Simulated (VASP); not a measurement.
Input of a VASP 6.6.1 run:

The input INCAR:

```
PREC = Accurate
ENCUT = 600
EDIFF = 1E-6
ISMEAR = 0
SIGMA = 0.03
LREAL = False
LASPH = True
NELM = 80
ALGO = Normal
ISIF = 3
LWAVE = False
LCHARG = False
IBRION = 2
NSW = 90
EDIFFG = -0.01
KPAR = 4
```

The input KPOINTS:

```
Automatic mesh
0
Gamma
  6 6 6
```

Contents of POSCAR:

```
B6As
1.0
    3.0684222178      1.7715543935      3.9649353976
   -3.0684222178      1.7715543935      3.9649353976
    0.0000000000     -3.5431087869      3.9649353976
B As
12 2
Direct
    0.0152897200      0.0152897200      0.3248784800
    0.0152897200      0.3248784800      0.0152897200
    0.8218557000      0.2724864900      0.8218557000
    0.8218557000      0.8218557000      0.2724864900
    0.2724864900      0.8218557000      0.8218557000
    0.7275135100      0.1781443000      0.1781443000
    0.1781443000      0.7275135100      0.1781443000
    0.1781443000      0.1781443000      0.7275135100
    0.9847102800      0.6751215200      0.9847102800
    0.9847102800      0.9847102800      0.6751215200
    0.6751215200      0.9847102800      0.9847102800
    0.3248784800      0.0152897200      0.0152897200
    0.6005523500      0.6005523500      0.6005523500
    0.3994476500      0.3994476500      0.3994476500
```

Potentials or basis: VASP PAW LDA potentials, release 64 (B, As).

Command:

```bash
$ cat potpaw_LDA.64/B/POTCAR potpaw_LDA.64/As/POTCAR > POTCAR
$ mpirun -np 4 vasp_std > vasp.out
```

Predict the relaxed cell.

a = 5.263 Å, b = 5.263 Å, c = 5.263 Å, α = 70.65°, β = 70.65°, γ = 70.65°.

Estimate the relaxed volume.

8.98 Å³/atom.

What does it give for the space group after relaxing (to 0.05 Å)?

R-3m (No. 166).

Final structure:
```
B As
1.0
     3.04297    1.75686    3.91814
    -3.04297    1.75686    3.91814
     0.00000   -3.51372    3.91814
B As
12 2
Direct
  0.01572 0.01572 0.32434
  0.01572 0.32434 0.01572
  0.82206 0.27217 0.82206
  0.82206 0.82206 0.27217
  0.27217 0.82206 0.82206
  0.72783 0.17794 0.17794
  0.17794 0.72783 0.17794
  0.17794 0.17794 0.72783
  0.98428 0.67566 0.98428
  0.98428 0.98428 0.67566
  0.67566 0.98428 0.98428
  0.32434 0.01572 0.01572
  0.60107 0.60107 0.60107
  0.39893 0.39893 0.39893
```
